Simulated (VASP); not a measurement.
# Cs, transport in the constant relaxation-time approximation: which settings are enough?

Cs, Im-3m (no. 229), 1 atom in the cell. PBE, Boltzmann transport, constant relaxation time; PAW potentials Cs_sv (PBE set). VASP 6.6.1.

Wanted: conductivity at 300 K within 3 %; Seebeck coefficient at 300 K within 1.5 uV/K.

POSCAR:
```
Cs
1.0
   -3.1284650614      3.1284650614      3.1284650614
    3.1284650614     -3.1284650614      3.1284650614
    3.1284650614      3.1284650614     -3.1284650614
Cs
1
Direct
    0.0000000000      0.0000000000      0.0000000000
```

The series start from Dense mesh (KPOINTS_ELPH): 15x15x15; TRANSPORT_NEDOS: 501; Mesh of the SCF: 8x8x8; Cutoff ENCUT (eV): 360; ELPH_NBANDS: 11 over half the electrons; ELPH_ISMEAR: -24; PREC: Accurate; KPAR: 4. Each series keeps the choices made before it, and each single choice may use up half of a tolerance.

## Dense mesh (KPOINTS_ELPH)

| Dense mesh (KPOINTS_ELPH) | Conductivity at 300 K (S/m) | Seebeck coefficient at 300 K (uV/K) | SCF iterations | Time (s) |
|---|---|---|---|---|
| 6x6x6 | 2.34e6 | -14.1 | 13 | 6.5 |
| 8x8x8 | 2.04e6 | -9.8 | 13 | 9.0 |
| 11x11x11 | 1.89e6 | -4.6 | 13 | 11 |
| 15x15x15 | 1.87e6 | -4.2 | 13 | 19 |
| 19x19x19 | 1.86e6 | -3.6 | 13 | 23 |
| 26x26x26 | 1.85e6 | -3.2 | 13 | 44 |
| 34x34x34 | 1.85e6 | -3.0 | 13 | 87 |
| 44x44x44 | 1.85e6 | -2.8 | 13 | 162 |
| 55x55x55 (reference) | 1.85e6 | -2.8 | 13 | 290 |

## TRANSPORT_NEDOS

| TRANSPORT_NEDOS | Conductivity at 300 K (S/m) | Seebeck coefficient at 300 K (uV/K) | SCF iterations | Time (s) |
|---|---|---|---|---|
| 51 | 1.85e6 | -3.2 | 13 | 43 |
| 101 | 1.86e6 | -3.2 | 13 | 49 |
| 201 | 1.85e6 | -3.2 | 13 | 47 |
| 501 | 1.85e6 | -3.2 | 13 | 44 |
| 1001 | 1.85e6 | -3.2 | 13 | 47 |
| 2001 | 1.85e6 | -3.2 | 13 | 46 |
| 5001 (reference) | 1.85e6 | -3.2 | 13 | 53 |

## Mesh of the SCF

| Mesh of the SCF | Conductivity at 300 K (S/m) | Seebeck coefficient at 300 K (uV/K) | SCF iterations | Time (s) |
|---|---|---|---|---|
| 3x3x3 | 1.85e6 | -3.2 | 13 | 45 |
| 5x5x5 | 1.85e6 | -3.2 | 13 | 41 |
| 6x6x6 | 1.85e6 | -3.2 | 13 | 43 |
| 8x8x8 | 1.85e6 | -3.2 | 13 | 43 |
| 11x11x11 (reference) | 1.85e6 | -3.2 | 13 | 48 |

## Cutoff ENCUT (eV)

| Cutoff ENCUT (eV) | Conductivity at 300 K (S/m) | Seebeck coefficient at 300 K (uV/K) | SCF iterations | Time (s) |
|---|---|---|---|---|
| 300 | 1.85e6 | -3.2 | 13 | 25 |
| 360 (reference) | 1.85e6 | -3.2 | 13 | 45 |

## ELPH_NBANDS

| ELPH_NBANDS | Conductivity at 300 K (S/m) | Seebeck coefficient at 300 K (uV/K) | SCF iterations | Time (s) |
|---|---|---|---|---|
| 5 over half the electrons | 1.85e6 | -3.2 | 13 | 20 |
| 7 over half the electrons | 1.85e6 | -3.2 | 13 | 22 |
| 11 over half the electrons | 1.85e6 | -3.2 | 13 | 25 |
| 19 over half the electrons (reference) | 1.85e6 | -3.2 | 13 | 41 |

## ELPH_ISMEAR

| ELPH_ISMEAR | Conductivity at 300 K (S/m) | Seebeck coefficient at 300 K (uV/K) | SCF iterations | Time (s) |
|---|---|---|---|---|
| -24 | 1.85e6 | -3.2 | 13 | 20 |
| -14 | 1.85e6 | -3.2 | 13 | 21 |
| -15 | 1.85e6 | -3.2 | 13 | 24 |
| -1 | 1.85e6 | -3.2 | 13 | 17 |
| 0 | 1.85e6 | -3.2 | 13 | 17 |

## PREC

| PREC | Conductivity at 300 K (S/m) | Seebeck coefficient at 300 K (uV/K) | SCF iterations | Time (s) |
|---|---|---|---|---|
| Accurate | 1.85e6 | -3.2 | 13 | 20 |
| Normal | 1.85e6 | -3.2 | 13 | 10 |

## KPAR

| KPAR | Conductivity at 300 K (S/m) | Seebeck coefficient at 300 K (uV/K) | SCF iterations | Time (s) |
|---|---|---|---|---|
| 4 | 1.85e6 | -3.2 | 13 | 10 |
| 2 | 1.85e6 | -3.2 | 13 | 9.7 |
| 1 | 1.85e6 | -3.2 | 13 | 11 |

## Question

The rows run from the loosest to the tightest (no order: ELPH_ISMEAR, PREC, KPAR). For each series: choose the loosest value from which every tighter one stays within half of the tolerance; where there is no order, keep the first row unless others stay within half of the tolerance and take at least 30 % less time, and then take the fastest.

## Answer

- Dense mesh (KPOINTS_ELPH): 26x26x26
- TRANSPORT_NEDOS: 51
- Mesh of the SCF: 3x3x3
- Cutoff ENCUT (eV): 300
- ELPH_NBANDS: 5 over half the electrons
- ELPH_ISMEAR: -24
- PREC: Normal
- KPAR: 4

## All choices together

| Input | Conductivity at 300 K (S/m) | Seebeck coefficient at 300 K (uV/K) | Time (s) |
|---|---|---|---|
| defaults, no KPOINTS_ELPH (naive) | 1.38e6 | 6.0 | 2.0 |
| chosen settings | 1.85e6 | -3.2 | 10 |
| reference settings throughout | 1.85e6 | -2.8 | 578 |

The tolerance is met.

## The input

INCAR:
```
PREC     = Normal         # precision mode
ENCUT    = 300            # plane-wave cutoff, eV
EDIFF    = 1E-8           # SCF threshold, eV
LREAL    = F              # projectors in reciprocal space
LASPH    = T              # aspherical terms in the spheres
LWAVE    = F              # write WAVECAR
LCHARG   = F              # write CHGCAR
ALGO     = Normal         # electronic algorithm
NELM     = 100            # most SCF steps
ISMEAR   = 1              # smearing method
SIGMA    = 0.1            # smearing width, eV
GGA      = PE             # functional
ELPH_MODE= TRANSPORT    
ELPH_SCATTERING_APPROX= CRTA         
TRANSPORT_RELAXATION_TIME= 1E-14        
ELPH_ISMEAR= -24          
ELPH_SELFEN_TEMPS= 150 300 450 600
ELPH_SELFEN_CARRIER_DEN= 0.0          
TRANSPORT_NEDOS= 51           
KPAR     = 4            
ELPH_FERMI_NEDOS= 51           
ELPH_NBANDS= 10            
```

KPOINTS:
```
Automatic mesh
0
Gamma
  3 3 3
  0 0 0
```

KPOINTS_ELPH:
```
Automatic mesh
0
Gamma
  26 26 26
  0 0 0
```

Commands:
```
cat potpaw_PBE.64/Cs_sv/POTCAR > POTCAR
mpirun -np 4 vasp_std > vasp.out
```

Limits: Conductivity and heat conductivity scale with the typed relaxation time, here the same at all temperatures, so the change of scattering with temperature is missing.

The chosen input took VASP 6.6.1 10 s on 4 cores (Intel Xeon 6975P-C (Granite Rapids)), a shared host.
